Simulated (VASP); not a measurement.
## HfO2: relaxation of cell and atoms with PBE+D3(BJ)

Crystal: HfO2.

```
CELL_PARAMETERS angstrom
0.00000 2.54881 2.54881
2.54881 0.00000 2.54881
2.54881 2.54881 0.00000
ATOMIC_POSITIONS crystal
Hf 0.00000 0.00000 0.00000
O 0.25000 0.25000 0.25000
O 0.75000 0.75000 0.75000
```

Measurements of this composition are mostly on another form, of space group No. 14.

| Property | Result |
| --- | --- |
| Program | VASP 6.6.1 |
| Task | relaxation of cell and atoms |
| Functional | PBE |
| Dispersion | D3(BJ) |
| Potentials or basis | VASP PAW PBE potentials, release 64 (Hf_pv, O) |
| Cutoff | 600 eV |
| k mesh | 8 × 8 × 8 |
| Occupations | gaussian, width 0.02 eV |
| Spin | no spin polarisation |
| Dipole correction | no |
| Further INCAR settings | ALGO = Normal; EDIFF = 1e-06; IBRION = 2; EDIFFG = -0.005; NSW = 70; ISIF = 3 |

The relaxed volume is 10.71 Å³/atom and the relaxed cell is a = 3.568 Å, b = 3.568 Å, c = 3.568 Å, α = 60.00°, β = 60.00°, γ = 60.00°. The space group after relaxing (to 0.05 Å) is Fm-3m (No. 225) and the energy gained by relaxing is 8.0 meV/atom. The ionic steps are 3 and the pressure after relaxing is 0.0 GPa. The band gap on the k mesh is 3.84 eV, direct. The dispersion energy per atom is -0.243 eV.

Step by step:
| step | energy change (eV) | largest force (eV/Å) | pressure (GPa) | volume (Å³) |
| --- | --- | --- | --- | --- |
| 1 | 0.0000 | 0.0000 | -7.47 | 33.12 |
| 2 | 0.0301 | 0.0000 | 12.86 | 30.71 |
| 3 | -0.0240 | 0.0000 | -0.04 | 32.13 |

Final structure:
```xyz
3
Lattice="0.0000 2.5232 2.5232 2.5232 0.0000 2.5232 2.5232 2.5232 0.0000" Properties=species:S:1:pos:R:3 pbc="T T T"
Hf    0.0000    0.0000    0.0000
O     1.2616    1.2616    1.2616
O     3.7847    3.7847    3.7847
```

Levels at points of the mesh, in eV from the valence-band top:
```
           k point  band 9  band 10  band 11  band 12  band 13  band 14
(0.00, 0.00, 0.00)   -0.61    -0.61    -0.61     3.92     3.92     5.95
(0.50, 0.00, 0.00)   -2.76    -1.85    -1.85     4.66     4.66     7.12
(0.50, 0.50, 0.00)   -1.55    -1.55     0.00     3.84     5.58     6.77
```

Wall time 28 s on 1 thread of AMD EPYC 9R45 96-Core Processor (Zen 5), with other jobs on the host, peak memory 0.16 GiB.

Caveat: spin-orbit coupling is left out, which moves the levels of the heavy elements. As with any semilocal functional, this PBE gap is likely too small.
